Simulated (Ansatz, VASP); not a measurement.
**InP: VASP beside Ansatz**

```xyz
2
Lattice="0.0000 2.7972 2.7972 2.7972 0.0000 2.7972 2.7972 2.7972 0.0000" Properties=species:S:1:pos:R:3 pbc="T T T"
In    0.0000    0.0000    0.0000
P     2.7972    2.7972    2.7972
```

Change from the starting cell: volume scaled by 0.9405.

Alike in both runs: task single point; functional PBEsol; k mesh 11 × 11 × 11; occupations fermi-dirac, width 0.03 eV; no spin polarisation.

|  | VASP | Ansatz |
| --- | --- | --- |
| version | VASP 6.6.1 | Ansatz 0.2.0 |
| potentials or method | VASP PAW PBE potentials, release 64 (In_d, P), cutoff 520 eV | all-electron LAPW, scalar-relativistic |

```tsv
	VASP	Ansatz	Ansatz less VASP
pressure (GPa)	-5.3	-5.3	-0.01
```

Ansatz ran all-electron here, so the differences hold the error of VASP's frozen core and of both bases.

Caveats: the PAW data sets were made with another functional, which shifts forces and pressure a little (VASP).
